**Why InSe resists compression more and more strongly**

In this PBE calculation the energy of InSe falls each time the cell is expanded, and each drop is smaller than the one before. The first drop is about five times the last. The cell is moving down one side of an energy valley towards its floor, and the slope fades as the floor comes near. A fit to the energies puts the floor itself just beyond the largest volume computed.

Equation of state of InSe (R3m, 4-atom cell) from FLEUR MaX-R8.1 (patched build s14): all-electron FLAPW with PBE, no dispersion correction, spin polarisation or spin–orbit coupling, 8×8×8 k mesh, Fermi–Dirac smearing of 0.05 eV, kmax 3.8 bohr⁻¹. The cell is scaled at fixed shape and fractional coordinates; energies are counted from the minimum of the fit.

| volume (Å³/atom) | energy (meV/atom) |
| --- | --- |
| 27.483 | 63.10 |
| 28.067 | 41.48 |
| 28.652 | 24.86 |
| 29.237 | 12.85 |
| 29.822 | 5.09 |
| 30.407 | 0.88 |

**Slope is pressure**

The energy of a cell changes with volume because the distances between its atoms change. The pressure is the energy released per unit of added volume, $P=-dE/dV$, where $E$ is the energy and $V$ the volume, both per atom. Between the two smallest volumes it averages 5.9 GPa, and between the two largest 1.2 GPa. A shrinking energy drop is thus a shrinking outward push.

The given cell, at 29.237 Å³ per atom, sits partway down this slope. Its two neighbours in the table put its pressure at about 2.7 GPa. Left free to swell without changing shape, it would expand. At this level of theory, any compression calculated from this cell starts from a solid that is already squeezed.

**Limit one: close to the floor**

At the bottom of the valley, attraction and repulsion balance and the slope is zero. For a small change of volume the restoring pressure grows in proportion to the change. With $V_0$ for the volume at the floor and $B_0$ for the bulk modulus there, which measures the resistance to compression, this reads

$$P \approx \frac{B_0\,(V_0-V)}{V_0}.$$

Adding up this pressure on the way from $V_0$ to $V$ gives the energy above the floor:

$$E \approx \frac{B_0\,(V-V_0)^2}{2V_0}.$$

This is a parabola. It explains the main trend without any detail of the chemistry: equal steps in volume release less energy the nearer they are to the floor.

**The estimate worked through**

The calculation's own equation of state gives $V_0=30.845$ Å³ per atom and $B_0=44.7$ GPa, which is 279 meV/Å³. At the smallest volume the cell is $30.845-27.483=3.362$ Å³ per atom below the floor. The parabola then gives $279\times3.362^2/(2\times30.845)\approx51$ meV per atom.

The computed energy is 63 meV per atom, so the parabola falls 19 % short of it. At the largest volume it comes within about 1 %, but that figure is not sharp: the energy there is only 0.88 meV per atom, and the misfit of the equation of state is about 4 % of it. The same six energies were used to find $V_0$ and $B_0$, so the comparison shows how the valley departs from a parabola and is no independent test. The output printed below has the comparison for each volume.

**Limit two: far from the floor**

The shortfall under compression has two parts. One is geometry: lengths go as the cube root of the volume, so equal cuts in volume shorten a bond more and more. Even bonds that were perfect springs would give a modulus that rises with pressure at a slope of 1, against the fitted 4.49, and they are expected to supply about a third of the shortfall. The rest has a standard cause, which the table cannot isolate. When atoms are pushed together, their filled electron shells overlap. The Pauli principle keeps electrons of like spin apart, which raises their kinetic energy, and this repulsion grows very steeply as the distance shrinks. The attraction grows more gently, so the inner wall of the valley is steeper than a parabola.

In the opposite limit the atoms are drawn far apart, the attraction dies away and the curve must flatten. Both limits therefore tilt the valley in the same sense: steep on the compressed side, gentle on the expanded side. The solid becomes stiffer as it is squeezed.

The table shows this stiffening directly. A local modulus, taken from three neighbouring energies at a time, falls from about 66 GPa around 28.07 Å³ per atom to about 50 GPa around 29.82 Å³ per atom. Its last decrease is larger than the earlier ones. The unevenness shows up at the end of the table, but the energies do not say which row is at fault. Successive energy drops differ by 5.00, 4.61, 4.25 and 3.55 meV per atom, and these differences fall by 0.39, 0.36 and then 0.70. If the first five rows are right, the last lies roughly a third of a meV below their smooth continuation, about ten times the misfit of the equation of state. But lowering the fifth energy alone by about 0.1 meV per atom also smooths the series, turning its last two differences into 4.15 and 3.75. The scatter of about 1 GPa printed in the output is derived from that misfit, which this step itself largely produces, so it cannot explain the step away. A small numerical error in one or more energies is the likelier cause, since the k mesh and cutoffs are usual working values and were not taken to their limits. Six rows cannot tell that from a real softening.

**What is being squeezed**

The shape of the cell matches the known layered form of InSe. Inside a layer each indium atom is bonded to three selenium atoms and one indium atom. A simple count agrees: with equal numbers of both elements and three indium neighbours for each selenium, indium must also have three selenium neighbours. Between the layers, selenium faces selenium across a gap held together only weakly.

Two imagined extremes show what this means for stiffness. If only the gaps could close, the solid would yield easily. If only the bonds inside the layers could shorten, it would resist strongly. A real layered crystal under pressure takes the cheaper route and closes its gaps first.

The calculation doesn't allow that choice. It scales every distance by the same factor, and the In–Se bonds lengthen from 2.58 to 2.67 Å across the table. Strong bonds must share the strain equally with weak gaps. A crystal free to adjust its shape should therefore have a lower modulus than the one found here, though the table has no relaxed run to test this or to show by how much.

**How far to trust the floor**

The floor is an extrapolation. The run's record carries one warning, that the minimum lies outside the volumes computed. A further caution, that a fit and the pressures may disagree or the minimum may sit at the end of the range, comes from the data makers' tests on other systems and not from this run. Here the floor lies 0.44 Å³ per atom beyond the last computed volume, and every energy used to locate it comes from the compressed side. A close fit to those energies can't show that the curve turns upward where the fit says it does. The fit is also sensitive to the unevenness in the last rows: the first three local moduli, which leave out the last energy, point to about 50 GPa rather than 44.7 when continued to zero pressure at their own slope. That estimate is itself off if the fifth energy is the one at fault. Volumes above about 31 Å³ per atom would show whether the curve turns upward there, and they should be computed before the volume or the modulus is relied on. Both values also belong to a static lattice: atomic vibrations, left out here, would usually swell and soften the crystal a little.

**The open question**

Taken at face value, the floor lies 5.5 % above the given volume, or 1.8 % in every length. If the given cell is close to the real crystal, two known tendencies of PBE could cause this. It usually makes covalent bonds somewhat too long, and without a dispersion correction it binds layers too weakly. The first would stretch the layers themselves, while the second would widen the gaps between them.

A uniform expansion mixes the two, because the floor is only the volume at which their combined push vanishes. The weak gaps take up only part of the strain along one axis, so the stiff bonds are expected to supply most of the push. Bonds may still be slightly overstretched there while the gaps would like to open. Changing the in-plane and stacking lengths separately, with and without dispersion, would show which of the two drives the expansion.

Output of the analysis:

```
Step from the row above to this row:
     row  mid volume A^3/atom  energy drop meV/atom  mean pressure GPa
  27.483                27.19                   n/a                n/a
  28.067                27.77                 21.62              5.923
  28.652                28.36                 16.62              4.553
  29.237                28.94                 12.01               3.29
  29.822                29.53                  7.76              2.126
  30.407                30.11                  4.21              1.153
Local modulus from three neighbouring rows ending at this row:
     row  central volume A^3/atom  local modulus GPa
  27.483                     26.9                n/a
  28.067                    27.48                n/a
  28.652                    28.07              65.75
  29.237                    28.65              61.88
  29.822                    29.24              58.21
  30.407                    29.82               49.6
Parabola with the extrapolated V0 and B0:
     row  parabola meV/atom  parabola over computed  In-Se length A
  27.483              51.09                  0.8097            2.58
  28.067              34.89                   0.841           2.598
  28.652              21.74                  0.8746           2.616
  29.237              11.69                  0.9098           2.634
  29.822              4.733                  0.9298           2.651
  30.407             0.8682                  0.9866           2.669
First energy drop over last energy drop: 5.135
Pressure at the given cell from its two neighbours, GPa: 2.708
Scatter of a local modulus implied by the fit rms, at least, GPa: 1.128
Parabola shortfall at the smallest volume, percent: 19.03
Extrapolated minimum beyond the last row, A^3/atom: 0.4383
Extrapolated minimum above the given volume, percent: 5.501
Same expansion as a change of every length, percent: 1.801
Change of every length from first to last row, percent: 3.428
```
